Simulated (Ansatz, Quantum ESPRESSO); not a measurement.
# RbCl (Fm-3m): Raman and infrared activity, part 2 of 3

Wanted: vibrational spectra of RbCl (Fm-3m) from linear and non-linear response.

Quantum ESPRESSO 8.0 development, patched; DFT LDA, scalar-relativistic, plane waves, PseudoDojo norm-conserving pseudopotentials.

So far. Step 2 (A first look): A gap of 4.6 eV opens on this mesh, so the crystal is taken as an insulator; the start stands at -1.4 GPa. Step 4 (Self-consistent run for the response): The cell stands at -0.025 GPa, close enough for phonons. The relaxed cell has a = 6.378 Å (conventional setting).

The database entry behind the starting cell differs from later determinations by our own check (about 0.5 % short), so it need not match the best structure at ambient conditions.

## (5) Linear response at Γ

At q = 0 one unit cell holds all displacements; symmetry groups them into irreducible representations that are solved one by one. The response to a field gives ε∞ and the Born charges, which polar modes need. Third-order response adds the Raman tensors.

Input file ph.in:

```
phonons
&inputph
   prefix = 'x'
   outdir = './tmp'
   fildyn = 'g.dyn'
   tr2_ph = 1.0d-18
   epsil = .true.
   lraman = .true.
   elop = .true.
/
0.000000000000 0.000000000000 0.000000000000
```

On the command line:

```bash
> OMP_NUM_THREADS=1 mpirun -n 2 ph.x -nk 2 -in ph.in > ph.out
```

The program printed:

```text
[banners, grids, parts of the stress and lines that vanish by symmetry left out]
[banner, memory and clock lines left out]
Program PHONON v.8.0dev

     Dynamical matrices for q-points given in input
     (   1q-points):
       N         xq(1)         xq(2)         xq(3)
       1   0.000000000   0.000000000   0.000000000

     ./tmp/x.save/

     IMPORTANT: XC functional enforced from input :
     Exchange-correlation= PW
                           (   1   4   0   0   0   0   0)
     Any further DFT definition will be discarded
     Please, verify this is what you really want

     G-vector sticks info

     Reading collected, re-writing distributed wavefunctions in ./tmp/

     Number and degeneracy of irreps per q-point
       N         xq(1)         xq(2)         xq(3)   N irreps
       1   0.000000000   0.000000000   0.000000000       2
        3   3

     Calculation of q =    0.0000000   0.0000000   0.0000000

     phonons

     bravais-lattice index     =            0
     lattice parameter (alat)  =       8.5221  a.u.
     unit-cell volume          =     437.6531 (a.u.)^3
     number of atoms/cell      =            2
     number of atomic types    =            2
     kinetic-energy cut-off    =      56.0000  Ry
     charge density cut-off    =     224.0000  Ry
     convergence threshold     =      1.0E-18
     beta                      =       0.7000
     number of iterations used =            4
     Exchange-correlation= PW
                           (   1   4   0   0   0   0   0)

     celldm(1)=    8.52213  celldm(2)=    0.00000  celldm(3)=    0.00000
     celldm(4)=    0.00000  celldm(5)=    0.00000  celldm(6)=    0.00000

     crystal axes: (cart. coord. in units of alat)
               a(1) = ( -0.7071  0.0000  0.7071 )
               a(2) = (  0.0000  0.7071  0.7071 )
               a(3) = ( -0.7071  0.7071  0.0000 )

     reciprocal axes: (cart. coord. in units 2 pi/alat)
               b(1) = ( -0.7071 -0.7071  0.7071 )
               b(2) = (  0.7071  0.7071  0.7071 )
               b(3) = ( -0.7071  0.7071 -0.7071 )

     Atoms inside the unit cell:

     Cartesian axes

     site n.  atom      mass           positions (alat units)
        1  Rb     85.4678   tau(    1) = (    0.00000    0.00000    0.00000  )
        2  Cl     35.4500   tau(    2) = (   -0.70711    0.70711    0.70711  )

     Computing dynamical matrix for
                    q = (   0.0000000   0.0000000   0.0000000 )

     49 Sym.Ops. (with q -> -q+G )

     G cutoff =  412.0832  (  24933 G-vectors)     FFT grid: ( 45, 45, 45)
     number of k points=    16
                       cart. coord. in units 2pi/alat
        k(    1) = (   0.0000000   0.0000000   0.0000000), wk =   0.0092593
        k(    2) = (  -0.1178511   0.1178511  -0.1178511), wk =   0.0740741
        k(    3) = (  -0.2357023   0.2357023  -0.2357023), wk =   0.0740741
        [... further k-points left out ...]

     PseudoPot. # 1 for Rb read from file:
     ./pseudo/Rb.upf
     Pseudo is Norm-conserving + core correction, Zval =  9.0

     PseudoPot. # 2 for Cl read from file:
     ./pseudo/Cl.upf
     Pseudo is Norm-conserving + core correction, Zval =  7.0

     Mode symmetry, O_h (m-3m)  point group:

     Electric field:
     Dielectric constant
     Born effective charges as d Force / d E
     Raman tensor
     Electro-optic tensor

     Atomic displacements:
     There are    2 irreducible representations

     Representation     1      3 modes -  To be done

     Representation     2      3 modes -  To be done

     Alpha used in Ewald sum =   2.2000

     Electric Fields Calculation

     The passes end when |ddv_scf|^2 is under  6.1E-20 (on this mesh; tr2_ph alone asks  1.0E-18)

      iter #   1   av.it.:   5.8
      thresh= 1.000E-02 alpha_mix =  0.700 |ddv_scf|^2 =  9.873E-08

      [... iterations left out ...]
      iter #   9   av.it.:  11.1
      thresh= 3.016E-11 alpha_mix =  0.700 |ddv_scf|^2 =  7.712E-21

     End of electric fields calculation

          Dielectric constant in cartesian axis

          (       2.519957908      -0.000000000       0.000000000 )
          (       0.000000000       2.519957908       0.000000000 )
          (       0.000000000       0.000000000       2.519957908 )

          Effective charges (d Force / dE) in cartesian axis without acoustic sum rule applied (asr)

           atom    1  Rb    Mean Z*:        1.15806
      Ex  (        1.15806       -0.00000       -0.00000 )
      Ey  (       -0.00000        1.15806        0.00000 )
      Ez  (       -0.00000        0.00000        1.15806 )
           atom    2  Cl    Mean Z*:       -1.15810
      Ex  (       -1.15810        0.00000       -0.00000 )
      Ey  (       -0.00000       -1.15810        0.00000 )
      Ez  (       -0.00000        0.00000       -1.15810 )

          Effective charges Sum: Mean:       -0.00004
             -0.00004       -0.00000       -0.00000
             -0.00000       -0.00004        0.00000
             -0.00000        0.00000       -0.00004

          Effective charges (d Force / dE) in cartesian axis with asr applied:
           atom    1  Rb    Mean Z*:        1.15808
      E*x (        1.15808       -0.00000        0.00000 )
      E*y (       -0.00000        1.15808       -0.00000 )
      E*z (        0.00000       -0.00000        1.15808 )
           atom    2  Cl    Mean Z*:       -1.15808
      E*x (       -1.15808        0.00000       -0.00000 )
      E*y (        0.00000       -1.15808        0.00000 )
      E*z (       -0.00000        0.00000       -1.15808 )

     Calling punch_plot_e
     Writing on file  drho

     Computing Pc [DH,Drho] |psi>

     Derivative coefficient:  0.001000    Threshold: 1.00E-12
     Message from routine dhdrhopsi:
     some bands at k + dk did not converge to eth_ns: the Raman tensors may be inaccurate, compare with a run at another eth_ns or dek
     Non-scf  u_k: avg # of iterations = 18.9
     Non-scf Du_k: avg # of iterations = 27.8

          Dielectric constant from finite-differences

          (       2.519951616       0.000000000       0.000000000 )
          (       0.000000000       2.519951616      -0.000000000 )
          (       0.000000000      -0.000000000       2.519951616 )

              Electro-optic tensor is defined as
            the derivative of the dielectric tensor
              with respect to one electric field
                 units are Rydberg a.u.

            to obtain the static chi^2 multiply by 1/2

            to convert to pm/Volt multiply per 2.7502

          Electro-optic tensor in cartesian axis:

          (      -0.000000000       0.000000000      -0.000000000 )
          (      -0.000000000       0.000000000      -0.000000000 )
          (       0.000000000       0.000000000       0.000000000 )

          (       0.000000000       0.000000000      -0.000000000 )
          (       0.000000000       0.000000000       0.000000000 )
          (      -0.000000000      -0.000000000      -0.000000000 )

          (      -0.000000000       0.000000000      -0.000000000 )
          (      -0.000000000       0.000000000      -0.000000000 )
          (       0.000000000       0.000000000       0.000000000 )

          Electro-optic tensor: contribution #   1

          (      -0.000000000      -0.000000000       0.000000000 )
          (       0.000000000       0.000000000       0.000000000 )
          (      -0.000000000      -0.000000000       0.000000000 )

          (       0.000000000      -0.000000000       0.000000000 )
          (       0.000000000       0.000000000      -0.000000000 )
          (      -0.000000000      -0.000000000      -0.000000000 )

          (      -0.000000000      -0.000000000      -0.000000000 )
          (       0.000000000      -0.000000000       0.000000000 )
          (      -0.000000000      -0.000000000      -0.000000000 )

          Electro-optic tensor: contribution #   2

          (       0.000000000       0.000000000      -0.000000000 )
          (      -0.000000000       0.000000000      -0.000000000 )
          (       0.000000000      -0.000000000       0.000000000 )

          (       0.000000000       0.000000000      -0.000000000 )
          (       0.000000000      -0.000000000       0.000000000 )
          (      -0.000000000       0.000000000      -0.000000000 )

          (      -0.000000000      -0.000000000       0.000000000 )
          (      -0.000000000      -0.000000000      -0.000000000 )
          (       0.000000000      -0.000000000       0.000000000 )

     Computing Second order response

      iter #   1   av.it.:   7.7
      thresh= 1.000E-02 alpha_mix =  0.700 |ddv_scf|^2 =  2.436E-07

      [... iterations left out ...]
      iter #  10   av.it.:  11.4
      thresh= 1.307E-11 alpha_mix =  0.700 |ddv_scf|^2 =  1.130E-21

          Raman tensor (au^-1) in cartesian axis

           atom      1
          (      -0.000000000      -0.000000000      -0.000000000 )
          (       0.000000000       0.000000000      -0.000000000 )
          (      -0.000000000      -0.000000000       0.000000000 )

          (       0.000000000       0.000000000       0.000000000 )
          (       0.000000000       0.000000000       0.000000000 )
          (      -0.000000000       0.000000000       0.000000000 )

          (      -0.000000000      -0.000000000      -0.000000000 )
          (      -0.000000000       0.000000000      -0.000000000 )
          (      -0.000000000      -0.000000000      -0.000000000 )

           atom      2
          (      -0.000000000      -0.000000000      -0.000000000 )
          (       0.000000000      -0.000000000      -0.000000000 )
          (      -0.000000000       0.000000000      -0.000000000 )

          (      -0.000000000      -0.000000000      -0.000000000 )
          (       0.000000000       0.000000000       0.000000000 )
          (      -0.000000000       0.000000000      -0.000000000 )

          (       0.000000000       0.000000000       0.000000000 )
          (       0.000000000      -0.000000000       0.000000000 )
          (      -0.000000000       0.000000000       0.000000000 )

     Raman tensor (A^2)

     atom #    1    pol.  1
     -0.349392696580E-22     -0.349392696580E-22     -0.349392696580E-22
      0.259073496103E-22      0.259073496103E-22     -0.957858889262E-22
     -0.301143228957E-21     -0.301143228957E-21      0.185629725190E-21
     atom #    1    pol.  2
      0.335131770189E-22      0.444227857080E-21      0.200841380007E-21
      0.261687999275E-21      0.185629725190E-21      0.307322963726E-21
[...]
atom #    1    pol.  3
[...]
atom #    2    pol.  1
[...]
atom #    2    pol.  2
[...]
atom #    2    pol.  3
[...]
-0.453304342522E-21      0.334686116239E-22      0.276855088697E-21

     Representation #   1 modes #   1   2   3

     Self-consistent Calculation

     The passes end when |ddv_scf|^2 is under  6.1E-20 (on this mesh; tr2_ph alone asks  1.0E-18)

      iter #   1   av.it.:   5.9
      thresh= 1.000E-02 alpha_mix =  0.700 |ddv_scf|^2 =  2.360E-07

      [... iterations left out ...]
      iter #   8   av.it.:  11.2
      thresh= 4.145E-10 alpha_mix =  0.700 |ddv_scf|^2 =  6.026E-20

     End of self-consistent calculation

     Convergence has been achieved

     Representation #   2 modes #   4   5   6

     Self-consistent Calculation

     The passes end when |ddv_scf|^2 is under  6.1E-20 (on this mesh; tr2_ph alone asks  1.0E-18)

      iter #   1   av.it.:   6.0
      thresh= 1.000E-02 alpha_mix =  0.700 |ddv_scf|^2 =  2.725E-07

      [... iterations left out ...]
      iter #   9   av.it.:  11.1
      thresh= 2.895E-11 alpha_mix =  0.700 |ddv_scf|^2 =  1.104E-21

     End of self-consistent calculation

     Convergence has been achieved

     Number of q in the star =    1
     List of q in the star:
          1   0.000000000   0.000000000   0.000000000

          Dielectric constant in cartesian axis

          (       2.519957908      -0.000000000       0.000000000 )
          (       0.000000000       2.519957908       0.000000000 )
          (       0.000000000       0.000000000       2.519957908 )

          Effective charges (d Force / dE) in cartesian axis without acoustic sum rule applied (asr)

           atom    1  Rb    Mean Z*:        1.15806
      Ex  (        1.15806       -0.00000       -0.00000 )
      Ey  (       -0.00000        1.15806        0.00000 )
      Ez  (       -0.00000        0.00000        1.15806 )
           atom    2  Cl    Mean Z*:       -1.15810
      Ex  (       -1.15810        0.00000       -0.00000 )
      Ey  (       -0.00000       -1.15810        0.00000 )
      Ez  (       -0.00000        0.00000       -1.15810 )

          Effective charges Sum: Mean:       -0.00004
             -0.00004       -0.00000       -0.00000
             -0.00000       -0.00004        0.00000
             -0.00000        0.00000       -0.00004

          Effective charges (d Force / dE) in cartesian axis with asr applied:
           atom    1  Rb    Mean Z*:        1.15808
      E*x (        1.15808       -0.00000        0.00000 )
      E*y (       -0.00000        1.15808       -0.00000 )
      E*z (        0.00000       -0.00000        1.15808 )
           atom    2  Cl    Mean Z*:       -1.15808
      E*x (       -1.15808        0.00000       -0.00000 )
      E*y (        0.00000       -1.15808        0.00000 )
      E*z (       -0.00000        0.00000       -1.15808 )

     Diagonalizing the dynamical matrix

     q = (    0.000000000   0.000000000   0.000000000 )

 **************************************************************************
     freq (    1) =      -0.015349 [THz] =      -0.511997 [cm-1]
     freq (    2) =      -0.015349 [THz] =      -0.511997 [cm-1]
     freq (    3) =      -0.015349 [THz] =      -0.511997 [cm-1]
     freq (    4) =       3.954950 [THz] =     131.922929 [cm-1]
     freq (    5) =       3.954950 [THz] =     131.922929 [cm-1]
     freq (    6) =       3.954950 [THz] =     131.922929 [cm-1]
 **************************************************************************

     Mode symmetry, O_h (m-3m)  point group:

     freq (   1-   3) =         -0.5  [cm-1]   --> T_1u G_15  G_4- I
     freq (   4-   6) =        131.9  [cm-1]   --> T_1u G_15  G_4- I
```

Run time: 3.9 min. Hardware: 2 MPI ranks of Intel Xeon Platinum 8559C (Emerald Rapids), shared host; 7.8 min of CPU time.

This step gave:

| Property | Result |
| --- | --- |
| miss of the charge sum rule | 4.00e-5 e |
| largest acoustic frequency at the zone centre before the sum rule | -0.51 cm⁻¹ |
| highest optical zone-centre mode (no LO-TO term) | 131.9 cm⁻¹ |
| lowest optical zone-centre mode | 131.9 cm⁻¹ |
| mean high-frequency dielectric constant | 2.52 |
| largest Born charge in size (third of the trace) | 1.158 e |

Born charge (rows field, columns displacement), before the sum rule (e), principal values of the symmetric part by kind of site:

| atom | atoms with these values | low | middle | high | mean |
| --- | --- | --- | --- | --- | --- |
| Rb1 | 1 | 1.16 | 1.16 | 1.16 | 1.16 |
| Cl2 | 1 | -1.16 | -1.16 | -1.16 | -1.16 |

In full for Rb1:

```
1.16 0.00 0.00
0.00 1.16 0.00
0.00 0.00 1.16
```

High-frequency dielectric tensor:

```
2.52 0.00 0.00
0.00 2.52 0.00
0.00 0.00 2.52
```

The acoustic modes at Γ come out as far as 0.5 cm⁻¹ from zero, where they should vanish, a small numerical error; the Born charges miss their sum rule by 4.0e-5 e, which is good.

## (6) Zone-centre analysis

A rigid shift of the crystal must cost nothing, but grids and finite bases break this; the acoustic sum rule is imposed before the matrix is diagonalised again. With Born charges the intensities follow, and the static dielectric tensor.

Input file dynmat.in:

```
&input
   fildyn = 'g.dyn'
   asr = 'simple'
   fileig = 'dynmat.eig'
   lperm = .true.
/
```

On the command line:

```bash
> dynmat.x -in dynmat.in > dynmat.out
```

The program printed:

```text
[banner, memory and clock lines left out]
Program DYNMAT v.8.0dev

     Reading Dynamical Matrix from file g.dyn
     ...Force constants read
     ...epsilon and Z* read
     ...Raman cross sections read
     A direction for q was not specified:TO-LO splitting will be absent

     Polarizability (A^3 units)
     multiply by 0.663723 for Clausius-Mossotti correction (not under assume_isolated = 'mt')
         7.844316    0.000000    0.000000
        -0.000000    7.844316    0.000000
         0.000000    0.000000    7.844316

     IR activities are in (D/A)^2/amu units

# mode   [cm-1]    [THz]      IR
    1     -0.00   -0.0000    0.0000
    2     -0.00   -0.0000    0.0000
    3     -0.00   -0.0000    0.0000
    4    131.92    3.9550    1.2349
    5    131.92    3.9550    1.2349
    6    131.92    3.9550    1.2349

Electronic dielectric permittivity tensor (relative, adimensional)
         2.519958    0.000000    0.000000
        -0.000000    2.519958    0.000000
         0.000000    0.000000    2.519958

 ... with zone-center polar mode contributions
         4.853347    0.000000    0.000000
         0.000000    4.853347    0.000000
         0.000000    0.000000    4.853347
```

Run time: 0.6 s. Hardware: 1 thread.

Read from the output:

- mean static dielectric constant: 4.853

Unit eigenvectors of the mass-weighted matrix after the sum rule; no LO-TO term. The modes at Γ (shares of kinetic energy by element, %):

| mode | frequency (cm⁻¹) | symmetry | Rb % | Cl % |
| --- | --- | --- | --- | --- |
| 1 | 0.0 | acoustic | 71 | 29 |
| 2 | 0.0 | acoustic | 71 | 29 |
| 3 | 0.0 | acoustic | 71 | 29 |
| 4 | 131.9 | T1u | 29 | 71 |
| 5 | 131.9 | T1u | 29 | 71 |
| 6 | 131.9 | T1u | 29 | 71 |

Displacements in mode 5 (131.9 cm⁻¹), the largest set to 1:
```
Rb1  0.00  0.00 -0.41
Cl2  0.00  0.00  1.00
```

Degenerate modes summed, no LO-TO term. Infrared lines, with heights relative to the strongest:

| position (cm⁻¹) | lines merged | label | IR intensity, relative |
| --- | --- | --- | --- |
| 132 | 3 | T1u | 100 |

Static dielectric tensor (ions relaxed, fixed cell):

```
4.85 0.00 0.00
0.00 4.85 0.00
0.00 0.00 4.85
```

The rule moves no optical mode by more than 0.1 cm⁻¹.

## (7) Sum rules set otherwise (asr no)

Without the rule the raw error of the acoustic modes shows.

Input file dynmat.in:

```
&input
   fildyn = 'g.dyn'
   asr = 'no'
   fileig = 'dynmat.eig'
   lperm = .true.
/
```

On the command line:

```bash
> dynmat.x -in dynmat.in > dynmat.out
```

The program printed:

```text
[banner, memory and clock lines left out]
Program DYNMAT v.8.0dev

     Reading Dynamical Matrix from file g.dyn
     ...Force constants read
     ...epsilon and Z* read
     ...Raman cross sections read
     A direction for q was not specified:TO-LO splitting will be absent

     Polarizability (A^3 units)
     multiply by 0.663723 for Clausius-Mossotti correction (not under assume_isolated = 'mt')
         7.844316    0.000000    0.000000
        -0.000000    7.844316    0.000000
         0.000000    0.000000    7.844316

     IR activities are in (D/A)^2/amu units

# mode   [cm-1]    [THz]      IR
    1     -0.51   -0.0154    0.0000
    2     -0.51   -0.0154    0.0000
    3     -0.51   -0.0154    0.0000
    4    131.92    3.9549    1.2349
    5    131.92    3.9549    1.2349
    6    131.92    3.9549    1.2349

Electronic dielectric permittivity tensor (relative, adimensional)
         2.519958    0.000000    0.000000
        -0.000000    2.519958    0.000000
         0.000000    0.000000    2.519958

 ... with zone-center polar mode contributions
         4.853443    0.000000    0.000000
         0.000000    4.853443   -0.000000
         0.000000   -0.000000    4.853443
```

The job ended after 0.59 s (1 thread).

Zone-centre frequencies as printed; negative means imaginary. Modes:

| mode | frequency (cm⁻¹) |
| --- | --- |
| 1 | -0.51 |
| 2 | -0.51 |
| 3 | -0.51 |
| 4 | 131.9 |
| 5 | 131.9 |
| 6 | 131.9 |

Against the first rule no mode moves by more than 0.6 cm⁻¹.

[end of part 2 of 3]

[Host names and launcher messages were left out of these logs when they were recorded.]

[Logs are printed without paths, hosts, clocks, repeated set-up lines and the standing remarks that a program may print on its own settings, such as how far it seeks lower states.]

[Hosts, paths, dates, database ids (printed as entryN), source tags and the programs' standing remarks are cut or masked in the printed files.]
